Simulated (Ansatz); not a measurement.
Property card for GeSbTe3

These are results of Ansatz 0.2.0, DFT PBEsol, scalar-relativistic, plane waves, PAW, not measurements.

Cutoff 420 eV; k points 12×12×12 on the computed 5-atom cell (Γ-centred); Gaussian smearing, width 0.10 eV; no spin polarisation.

The structure is relaxed at this level of theory with its symmetry kept. Whether it is the stable form of this composition wasn't checked.

```xyz
5
Lattice="2.0404 1.1780 10.0026 -2.0404 1.1780 10.0026 0.0000 -2.3560 10.0026" Properties=species:S:1:pos:R:3 pbc="T T T"
Ge    0.0000    0.0000   17.9840
Sb    0.0000    0.0000   11.9024
Te    0.0000    0.0000   29.9369
Te    0.0000    0.0000   23.7381
Te    0.0000    0.0000    6.4619
```

```
Space group                                                       : R3m (No. 160)
Volume per atom                                                   : 194.7 bohr³
Formation energy from the elements' standard states (uncorrected) : -0.078 eV/atom
Kohn–Sham band gap                                                : none (metal)
Density of states at the Fermi level                              : 2.77 states/eV per cell
Löwdin character within 0.5 eV of the Fermi level                 : Te 5p 73 %, Ge 4s 8 %
Bader charges (e)                                                 : Ge (1 in the cell) 0.35, Sb (1 in the cell) 0.50, Te (1 in the cell) -0.35, Te (1 in the cell) -0.26, Te (1 in the cell) -0.24
```

Spin-orbit coupling is left out, which matters for the bands of heavy elements.